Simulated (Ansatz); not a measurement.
# The I–V curve of a RuAl/GaN/RuAl junction

What current flows through RuAl/GaN/RuAl, and is the curve linear and symmetric? Both electrodes are RuAl B2(001); the barrier is GaN rock salt(001) (non-polar). In the first transport cell, after relaxation, the nearest pair of electrode and barrier is Al–N at 2.98 Å, at a slant, at the lower face and Al–N at 2.98 Å, at a slant, at the upper one. All share a net of side 3.019 Å, which strains the lower electrode by +0.6 % and the barrier by +0.0 %, against typed lattice constants near PBE's. The first steps treat the bulk electrodes alone.

Program: Ansatz 0.2.0. Level of theory: PBE DFT, plane waves, PAW files, in the first sound run; inputs show where later runs differ. Results are calculated unless marked as measured.

The structure was built from a prototype and need not be the compound's stable phase.

### Step 1. The starting structure

The structure is tetragonal, space group P4/mmm (No. 123). The conventional cell has a = 3.019 Å, b = 3.019 Å, c = 2.987 Å, α = 90.00°, β = 90.00°, γ = 90.00°. Nearest to Ru lie 8 Al at 2.61 Å. Nearest to Al lie 8 Ru at 2.61 Å. Farther neighbours are not listed.

### Step 2. The strained electrode

The electrode is held to the junction's net and relaxed along the normal; its spacing is used for the ideal lead layers.

input.yaml reads:

```yaml
crystal:
  lattice:
    - [3.019, 0.0, 0.0]
    - [0.0, 3.019, 0.0]
    - [0.0, 0.0, 2.9867]
  atoms:
    - { symbol: Ru, position: [0.0, 0.0, 0.0] }
    - { symbol: Al, position: [0.5, 0.5, 0.5] }
kpoints:
  mp_grid: { grid: [12, 12, 11] }
scf:
  occupations: { method: fermi_dirac, width: 0.1 }
  max_iter: 150
hamiltonian:
  xc: pbe
relax:
  f_tol: 0.01
  max_steps: 40
  cell: { fix: [a, b, angles] }
```

Started as:

```
> ansatz run input.yaml --threads 8 --pin off --max-ram 16384MiB --backend cpu --events-out ev --progress --plain --runs-dir out
```

Numbers of over 12 decimals in the logs are rounded to 6 here.

What it wrote:

```text
Engine: ansatz 0.2.0, aarch64-unknown-linux-gnu
Pseudopotentials: kind: paw
Pseudopotential: Ru, paw, valence charge 16, recommended cutoff 420 eV (normal), Ru.paw.azcp
Pseudopotential: Al, paw, valence charge 3, recommended cutoff 420 eV (normal), Al.paw.azcp
Functional definition: PBE
  parameter kappa = 0.804
  parameter beta = 0.066725
  exchange = pbe_x(kappa = kappa, mu = beta*pi^2/3)
  correlation = pbe_c(beta = beta)
Crystal: 2 atoms, lattice volume = 27.222 Å³
Basis set: ecut = 420 eV, 513 PW (Γ), exchange–correlation on 48×48×40 points (8 copies of the dense FFT grid, shifted against one another)
Bands: 14, of which v1, the nominal top of the filled ones, is band 10 counted from 1 (9 counted from 0)
Symmetry: 16 space group operations
Space group: P4/mmm (ITA 123), of the structure as read, at distance tolerance 3.0e-5 Å
k-points: 168 of 1584
Non-local potential: Ru, projectors of the file, l = 0: 3, l = 1: 2, l = 2: 2, l = 3: 1
Non-local potential: Al, projectors of the file, l = 0: 2, l = 1: 2, l = 2: 1
PAW form: soft (Blöchl's): semilocal exchange-correlation on the pseudo side does not see the compensation charge
PAW one-centre angular grid: Ru, 590 points (default); XC on 64 Gauss nodes
PAW one-centre angular grid: Al, 110 points (default); XC on 64 Gauss nodes
Initial density: superposition of atomic densities (neutral atoms: chi_scale 0, normalization atom), corrected by the library's trained network
Initial wavefunctions: pseudopotential atomic-orbital guess
Functional: x = pbe(κ = 0.804, μ = 0.219515), c = pbe(β = 0.066725)
SCF iter   1: F=—  HF=-6417.494760 eV  |F-HF|=—  |Δ(HF+E_count)|=         —  Δρ=3.75e-3  dr2=3.95e-3  ethr=1.77e-3  ⟨swp⟩=5.0  Hψ=12323  notcnv=0
preconditioner: auto → none  [metal: Δε(μ)=0.021 eV  Ē_g=8.741 eV  σ=0.100 eV  W_gap=0.05  n_scr=6 (ndim 8)  ℏωp=23.6 eV  f_vac=0.000  D(μ)=1.54/eV (n_scr^D=18)  sad-step TF]
SCF iter   2: F=—  HF=-6417.494232 eV  |F-HF|=—  |Δ(HF+E_count)|=   5.27e-4  Δρ=2.26e-3  dr2=1.66e-3  ethr=2.08e-5  ⟨swp⟩=2.1  Hψ=3948  notcnv=0
SCF iter   3: F=—  HF=-6417.493922 eV  |F-HF|=—  |Δ(HF+E_count)|=   3.10e-4  Δρ=2.85e-4  dr2=1.70e-5  ethr=8.73e-6  ⟨swp⟩=2.0  Hψ=2963  notcnv=0
SCF iter   4: F=—  HF=-6417.493877 eV  |F-HF|=—  |Δ(HF+E_count)|=   4.54e-5  Δρ=8.92e-5  dr2=9.25e-7  ethr=8.94e-8  ⟨swp⟩=2.1  Hψ=3208  notcnv=0
iter 5 did not close the SCF: its close was put off for the readings that it lacked (scf_convergence_deferred on its scf_iter line)
SCF iter   5: F=-6417.493877 eV  HF=-6417.493877 eV  |F-HF|=2.56e-8  |Δ(HF+E_count)|=   9.98e-8  Δρ=1.67e-5  dr2=3.90e-8  ethr=4.87e-9  ⟨swp⟩=2.3  Hψ=3951  notcnv=0
SCF iter   6: F=-6417.493877 eV  HF=-6417.493877 eV  |F-HF|=2.33e-9  |Δ(HF+E_count)|=   9.33e-9  Δρ=4.75e-6  dr2=3.51e-9  ethr=2.06e-10  ⟨swp⟩=2.5  Hψ=8640  notcnv=0
SCF 1 converged in 6 iterations: F = -6417.493877 eV  dr2 = 3.51e-9
  greatest PAW one-centre occupation: 0.998 electrons in one spin orbital (limit 2), on the Ru atom at site 0 (counted from 0), in its partial waves of l = 0
relax step   1: F+E_penalty+E_count = -6417.49387664 eV  Δ(F+E_penalty+E_count) = +0.000e0 eV  max|allowed force component| = 6.163e-31 eV/Å  Δτ_max = 0.0000 Å  P = -0.709 GPa  Ω = 27.222 Å³  fix = [a, b, alpha, beta, gamma]  reactions: a -1.280, b -1.280 GPa  (6 SCF iters, dr2 threshold 1.00e-7 eV, accepted)
Crystal: 2 atoms, lattice volume = 27.270 Å³
Initial density: handed on by an earlier stage of this run
Initial wavefunctions: those handed on with the density
iter 1 solved again at ethr=1.10e-7 eV; its pass at ethr=3.10e-3 eV (dr2=2.08e-5 eV) is discarded
SCF iter   1: F=—  HF=-6417.493955 eV  |F-HF|=—  |Δ(HF+E_count)|=         —  Δρ=2.51e-4  dr2=1.78e-5  ethr=1.10e-7  ⟨swp⟩=2.0  Hψ=13734  notcnv=0
preconditioner: auto → none  [metal: Δε(μ)=0.014 eV  Ē_g=8.734 eV  σ=0.100 eV  W_gap=0.03  n_scr=6 (ndim 8)  ℏωp=23.6 eV  f_vac=0.000  D(μ)=1.55/eV (n_scr^D=18)]
SCF iter   2: F=—  HF=-6417.493903 eV  |F-HF|=—  |Δ(HF+E_count)|=   5.21e-5  Δρ=1.00e-4  dr2=2.01e-6  ethr=9.35e-8  ⟨swp⟩=2.0  Hψ=3054  notcnv=0
iter 3 did not close the SCF: its close was put off for the readings that it lacked (scf_convergence_deferred on its scf_iter line)
SCF iter   3: F=-6417.493902 eV  HF=-6417.493902 eV  |F-HF|=6.28e-8  |Δ(HF+E_count)|=   4.72e-7  Δρ=1.95e-5  dr2=8.82e-8  ethr=1.06e-8  ⟨swp⟩=1.8  Hψ=2977  notcnv=0
iter 4 did not close the SCF: its close was put off for the readings that it lacked (scf_convergence_deferred on its scf_iter line)
SCF iter   4: F=-6417.493902 eV  HF=-6417.493902 eV  |F-HF|=2.46e-10  |Δ(HF+E_count)|=   1.58e-8  Δρ=2.65e-6  dr2=6.47e-10  ethr=4.64e-10  ⟨swp⟩=2.3  Hψ=3680  notcnv=0
iter 5 did not close the SCF: its close was put off for the readings that it lacked (scf_convergence_deferred on its scf_iter line)
SCF iter   5: F=-6417.493902 eV  HF=-6417.493902 eV  |F-HF|=1.64e-11  |Δ(HF+E_count)|=  3.42e-10  Δρ=6.82e-7  dr2=3.43e-11  ethr=3.41e-12  ⟨swp⟩=2.5  Hψ=3637  notcnv=0
SCF iter   6: F=-6417.493902 eV  HF=-6417.493902 eV  |F-HF|=1.82e-12  |Δ(HF+E_count)|=  2.09e-11  Δρ=7.97e-8  dr2=1.28e-12  ethr=1.00e-12  ⟨swp⟩=1.0  Hψ=5376  notcnv=0
SCF 2 converged in 6 iterations: F = -6417.493902 eV  dr2 = 1.28e-12
relax step   2: F+E_penalty+E_count = -6417.49390219 eV  Δ(F+E_penalty+E_count) = -2.555e-5 eV  max|allowed force component| = 8.135e-31 eV/Å  Δτ_max = 0.0000 Å  P = -1.064 GPa  Ω = 27.270 Å³  energy of the carried Pulay correction = -2.000e-5 eV  fix = [a, b, alpha, beta, gamma]  reactions: a -1.532, b -1.532 GPa  (6 SCF iters, dr2 threshold 2.00e-7 eV, accepted)
Crystal: 2 atoms, lattice volume = 27.259 Å³
iter 1 solved again at ethr=6.52e-9 eV; its pass at ethr=3.10e-3 eV (dr2=1.24e-6 eV) is discarded
SCF iter   1: F=—  HF=-6417.493959 eV  |F-HF|=—  |Δ(HF+E_count)|=         —  Δρ=5.89e-5  dr2=1.04e-6  ethr=6.52e-9  ⟨swp⟩=2.0  Hψ=13751  notcnv=0
preconditioner: auto → none  [metal: Δε(μ)=0.017 eV  Ē_g=8.737 eV  σ=0.100 eV  W_gap=0.04  n_scr=6 (ndim 8)  ℏωp=23.6 eV  f_vac=0.000  D(μ)=1.55/eV (n_scr^D=18)]
SCF iter   2: F=—  HF=-6417.493911 eV  |F-HF|=—  |Δ(HF+E_count)|=   4.79e-5  Δρ=2.22e-5  dr2=8.57e-8  ethr=5.46e-9  ⟨swp⟩=2.4  Hψ=3116  notcnv=0
iter 3 did not close the SCF: its close was put off for the readings that it lacked (scf_convergence_deferred on its scf_iter line)
SCF iter   3: F=-6417.493911 eV  HF=-6417.493911 eV  |F-HF|=4.47e-9  |Δ(HF+E_count)|=   1.99e-8  Δρ=5.29e-6  dr2=6.47e-9  ethr=4.51e-10  ⟨swp⟩=1.6  Hψ=2754  notcnv=0
iter 4 did not close the SCF: its close was put off for the readings that it lacked (scf_convergence_deferred on its scf_iter line)
SCF iter   4: F=-6417.493911 eV  HF=-6417.493911 eV  |F-HF|=1.55e-11  |Δ(HF+E_count)|=   1.06e-9  Δρ=6.07e-7  dr2=2.64e-11  ethr=3.41e-11  ⟨swp⟩=2.4  Hψ=3175  notcnv=0
iter 5 did not close the SCF: its close was put off for the readings that it lacked (scf_convergence_deferred on its scf_iter line)
SCF iter   5: F=-6417.493911 eV  HF=-6417.493911 eV  |F-HF|=9.09e-13  |Δ(HF+E_count)|=  1.55e-11  Δρ=1.28e-7  dr2=1.73e-12  ethr=1.00e-12  ⟨swp⟩=1.1  Hψ=2439  notcnv=0
SCF iter   6: F=-6417.493911 eV  HF=-6417.493911 eV  |F-HF|=9.09e-13  |Δ(HF+E_count)|=    0.00e0  Δρ=2.18e-8  dr2=5.59e-14  ethr=1.00e-12  ⟨swp⟩=1.7  Hψ=5491  notcnv=0
SCF 3 converged in 6 iterations: F = -6417.493911 eV  dr2 = 5.59e-14
relax step   3: F+E_penalty+E_count = -6417.49391109 eV  Δ(F+E_penalty+E_count) = -8.905e-6 eV  max|allowed force component| = 4.068e-31 eV/Å  Δτ_max = 0.0000 Å  P = -0.983 GPa  Ω = 27.259 Å³  energy of the carried Pulay correction = -1.546e-5 eV  fix = [a, b, alpha, beta, gamma]  reactions: a -1.475, b -1.475 GPa  (6 SCF iters, dr2 threshold 4.04e-8 eV, accepted)
Initial wavefunctions: pseudopotential atomic-orbital guess (no wavefunctions were taken with the density)
iter 1 solved again at ethr=9.36e-9 eV; its pass at ethr=3.10e-3 eV (dr2=1.78e-6 eV) is discarded
SCF iter   1: F=—  HF=-6417.493976 eV  |F-HF|=—  |Δ(HF+E_count)|=         —  Δρ=4.73e-6  dr2=3.87e-9  ethr=9.36e-9  ⟨swp⟩=3.0  Hψ=18635  notcnv=0
SCF iter   2: F=—  HF=-6417.493928 eV  |F-HF|=—  |Δ(HF+E_count)|=   4.77e-5  Δρ=2.92e-6  dr2=1.41e-9  ethr=2.04e-11  ⟨swp⟩=2.0  Hψ=3984  notcnv=0
SCF iter   3: F=—  HF=-6417.493928 eV  |F-HF|=—  |Δ(HF+E_count)|=  2.18e-11  Δρ=1.90e-6  dr2=4.67e-10  ethr=7.42e-12  ⟨swp⟩=1.0  Hψ=2352  notcnv=0
iter 4 did not close the SCF: its close was put off for the readings that it lacked (scf_convergence_deferred on its scf_iter line)
SCF iter   4: F=-6417.493928 eV  HF=-6417.493928 eV  |F-HF|=0.00e0  |Δ(HF+E_count)|=  9.91e-11  Δρ=2.00e-7  dr2=3.85e-12  ethr=2.46e-12  ⟨swp⟩=2.1  Hψ=3184  notcnv=0
iter 5 did not close the SCF: its close was put off for the readings that it lacked (scf_convergence_deferred on its scf_iter line)
SCF iter   5: F=-6417.493928 eV  HF=-6417.493928 eV  |F-HF|=1.82e-12  |Δ(HF+E_count)|=    0.00e0  Δρ=8.73e-8  dr2=2.18e-12  ethr=1.00e-12  ⟨swp⟩=1.0  Hψ=2352  notcnv=0
iter 6 did not close the SCF: its close was put off for the readings that it lacked (scf_convergence_deferred on its scf_iter line)
SCF iter   6: F=-6417.493928 eV  HF=-6417.493928 eV  |F-HF|=1.82e-12  |Δ(HF+E_count)|=  3.64e-12  Δρ=2.57e-8  dr2=2.03e-13  ethr=1.00e-12  ⟨swp⟩=1.0  Hψ=2352  notcnv=0
iter 7 did not close the SCF: its close was put off for the readings that it lacked (scf_convergence_deferred on its scf_iter line)
SCF iter   7: F=-6417.493928 eV  HF=-6417.493928 eV  |F-HF|=1.82e-12  |Δ(HF+E_count)|=    0.00e0  Δρ=8.72e-9  dr2=2.12e-14  ethr=1.00e-12  ⟨swp⟩=1.0  Hψ=2352  notcnv=0
SCF iter   8: F=-6417.493928 eV  HF=-6417.493928 eV  |F-HF|=9.09e-13  |Δ(HF+E_count)|=  9.09e-13  Δρ=3.83e-9  dr2=3.73e-15  ethr=1.00e-12  ⟨swp⟩=2.1  Hψ=6969  notcnv=0
SCF 4 converged in 8 iterations: F = -6417.493928 eV  dr2 = 3.73e-15
relax step   4: F+E_penalty+E_count = -6417.49392817 eV  Δ(F+E_penalty+E_count) = -1.707e-5 eV  max|allowed force component| = 2.219e-31 eV/Å  Δτ_max = 0.0000 Å  P = -0.984 GPa  Ω = 27.259 Å³  fix = [a, b, alpha, beta, gamma]  reactions: a -1.475, b -1.475 GPa  stress off target by 5.04e-4 GPa on what of the cell is left free  SCF on the basis re-selected at this cell (its energy is not comparable with the rows above)  (8 SCF iters)
basis re-selected at this cell: Δ(F+E_penalty+E_count) = -1.707e-5 eV, ΔP = -0.000 GPa vs the last step (what re-selecting the basis moved, of the pressure what is left beyond the Pulay correction that the steps carried, after the strain that the cell walked since its last selection, with what the two solves' SCF thresholds leave and, on support functions, any second-order correction that the steps lacked; it is no m [...]
SCF converged after 8 iterations
Free energy (F): -6417.493928 eV
Harris-Foulkes:  -6417.493928 eV  (|F-HF|=9.09e-13)
Internal energy: -6417.442518 eV  (E = F + TS)
E sigma→0 (E₀):  -6417.468223 eV
Entropy (-TS):   -0.051411 eV (-25.705 meV/atom)
Fermi energy:    15.775824 eV
--- Per-component energies (eV) ---
  E_band       = -125.767574
  E_kinetic    = 542.334094
  E_local      = -1815.229812  (includes V_loc(G=0)·N_el)
  E_nonlocal   = 354.522442
  E_hartree    = 644.821912
  E_xc         = -231.865950
  E_vxc        = -270.248147  (∫ρ·V_xc dr)
  E_paw        = -3929.142606  (= ΣΔE_a)
  E_vpaw       = -226.789808  (= ΣTr[D̂ρ^β])
  E_aug_tail   = -0.000169  (compensation charges beyond the density's cutoff)
  E_ewald      = -1982.882427
  E_smearing   = -0.051411  (= −TS)
  E_closure    = -0.000000  (closes the sum)
  Σ components = -6417.493928   (vs F -6417.493928, Δ=0.00e0)
--- Forces (eV/Å), atoms counted from 1 ---
  atom   1  Ru    -0.00000000    -0.00000000     0.00000000
  atom   2  Al     0.00000000    -0.00000000     0.00000000
  max |Σ_I F_I| component: 2.47e-31 eV/Å
--- Stress (GPa, compression-positive) ---
       -1.475062       0.000000       0.000000
        0.000000      -1.475062       0.000000
        0.000000       0.000000      -0.000504
  P = ⅓ Tr σ = -0.9835 GPa (-9.835 kbar)
--- Relaxed structure (3 steps of the walk, 3 accepted, 1 SCFs on fresh bases) ---
  F+E_penalty+E_count = -6417.49392817 eV   max|allowed force component| = 2.219e-31 eV/Å   (the final SCF, on the basis selected at the relaxed cell)
  cell:  # Å, volume = 27.2590 Å³
    - [3.019, 0.0, 0.0]
    - [0.0, 3.019, 0.0]
    - [0.0, 0.0, 2.990774]
  atoms:
    - { symbol: Ru, position: [0, 0, 0.0] }
    - { symbol: Al, position: [0.5, 0.5, 0.5] }
```

The job ended after 2.1 s (8 threads of Arm Neoverse V1, shared host; peak memory 0.39 GiB; 13 s of CPU time).

Relaxation path:

```
step  energy less that of the first step (eV)  largest force component (eV/Å)  pressure (GPa)  volume (Å³)
   1                                   0.0000                          0.0000           -0.71        27.22
   2                                   0.0000                          0.0000           -1.06        27.27
   3                                   0.0000                          0.0000           -0.98        27.26
  4*                                  -0.0001                          0.0000           -0.98        27.26
```

Relaxation steps marked * repeat the geometry before them on a plane-wave basis chosen anew for their cell, so energy and pressure can jump there.

Forces are held to the 16 operations that the run works with; a distortion that breaks them can't arise in this run.

| conventional cell, symmetrised | before | after | change |
| --- | --- | --- | --- |
| a (Å) | 3.019 | 3.019 | +0.0 % |
| b (Å) | 3.019 | 3.019 | +0.0 % |
| c (Å) | 2.987 | 2.991 | +0.1 % |
| volume (Å³/atom) | 13.61 | 13.63 | +0.1 % |

Final coordinates:

```cif
data_structure
_symmetry_space_group_name_H-M 'P 1'
_symmetry_Int_Tables_number 1
_cell_length_a 3.0190
_cell_length_b 3.0190
_cell_length_c 2.9908
_cell_angle_alpha 90.000
_cell_angle_beta 90.000
_cell_angle_gamma 90.000
_cell_volume 27.26
loop_
_atom_site_label
_atom_site_type_symbol
_atom_site_fract_x
_atom_site_fract_y
_atom_site_fract_z
_atom_site_occupancy
Ru1 Ru 0.00000 0.00000 0.00000 1
Al2 Al 0.50000 0.50000 0.50000 1
```

Numbers from this step:

```yaml
free_energy: -6417.4939 eV
fermi_energy: 15.78 eV
pressure: -0.9835 GPa
```

[end of part 1 of 4]

[Logs are printed without paths, hosts, clocks, repeated set-up lines and the standing remarks that a program may print on its own settings, such as how far it seeks lower states.]

[Hosts, paths, dates, database ids (printed as entryN), source tags and the programs' standing remarks are cut or masked in the printed files.]
